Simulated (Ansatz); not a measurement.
KI in the h-MgO-type structure, relaxed with r2SCAN: 6 runs in Ansatz, each a construction of maximally localised Wannier functions. It is hexagonal, P6_3/mmc (No. 194); a = 6.039 Å, c = 7.039 Å in the conventional setting, 55.58 Å³ an atom. Around K lie 5 I at 3.49–3.52 Å; around I lie 5 K at 3.49–3.52 Å. The structure was generated, not taken from experiment, and needn't be the ground state; spin polarisation is off.

```xyz
4
Lattice="6.0388 0.0000 0.0000 -3.0194 5.2298 0.0000 0.0000 0.0000 7.0391" Properties=species:S:1:pos:R:3 pbc="T T T"
K     0.0000    3.4865    1.7598
K     3.0194    1.7433    5.2793
I     3.0194    1.7433    1.7598
I     0.0000    3.4865    5.2793
```

Windows count from the top of the filled bands; a dash means that no such window was set (without an outer window there is no disentanglement).

```
functional  SCF mesh  trial orbitals  functions   mesh  window (eV)  frozen (eV)  Ω total (Å²)  Ω invariant (Å²)  largest spread (Å²)  least projectability  interpolation miss of the model's filled bands (eV, to the nearest computed level)
       PBE     6×6×4        I s, I p          8  6×6×2            –            –         14.38             12.00                 1.83                  0.96                                                                               0.027
       PBE     6×6×4        I s, I p          8  3×3×2            –            –         13.87             11.54                 1.77                  0.96                                                                               0.028
       PBE     6×6×4        I s, I p          8  6×6×4            –            –         14.76             12.33                 1.87                  0.96                                                                               0.002
       PBE     6×6×4             I p          6  6×6×2            –            –         13.59             13.55                 2.31                  0.98                                                                               0.026
    r2SCAN     6×6×4        I s, I p          8  6×6×2            –            –         14.22             11.77                 1.80                  0.96                                                                               0.023
    r2SCAN     6×6×4             I p          6  6×6×2            –            –         13.37             13.34                 2.27                  0.98                                                                               0.022
```

For I s, I p with PBE the spread goes 13.87 Å² (3×3×2), 14.38 Å² (6×6×2), 14.76 Å² (6×6×4): finite differences on a coarse mesh understate it.

No spin-orbit coupling is included; it can move band edges with weight on the heavy atoms by tenths of an eV.
